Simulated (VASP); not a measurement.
Here is a VASP 6.6.1 calculation.

Contents of INCAR:

```
SYSTEM = W
PREC = Accurate ; ENCUT = 520
EDIFF = 1E-7 ; ISMEAR = 0
SIGMA = 0.1 ; LREAL = .FALSE.
LASPH = .TRUE. ; NELM = 60
ALGO = Normal ; ISIF = 2
LWAVE = .FALSE. ; LCHARG = .FALSE.
METAGGA = R2SCAN ; LMIXTAU = .TRUE.
```

File KPOINTS:

```
regular mesh
0
G
  18 18 18
  0 0 0
```

The input POSCAR:

```
W                                       
1.0
   -1.6019791246      1.6019791246      1.6019791246
    1.6019791246     -1.6019791246      1.6019791246
    1.6019791246      1.6019791246     -1.6019791246
  W             
     1
Direct
     0.0000000000000000    0.0000000000000000    0.0000000000000000
```

Potentials or basis: VASP PAW PBE potentials, release 64 (W_sv).

Launch:

```sh
$ cat potpaw_PBE.64/W_sv/POTCAR > POTCAR
$ mpirun -np 1 vasp_std > vasp.out
```

**Question.** Predict the band gap on the k mesh.

**Answer.** None (metal or under the smearing width).

**Question.** Predict the pressure.

**Answer.** -8.8 GPa.

Caveat: the PAW data sets were made with another functional, which shifts forces and pressure a little. The run has no spin-orbit coupling, so splittings on W are missing.
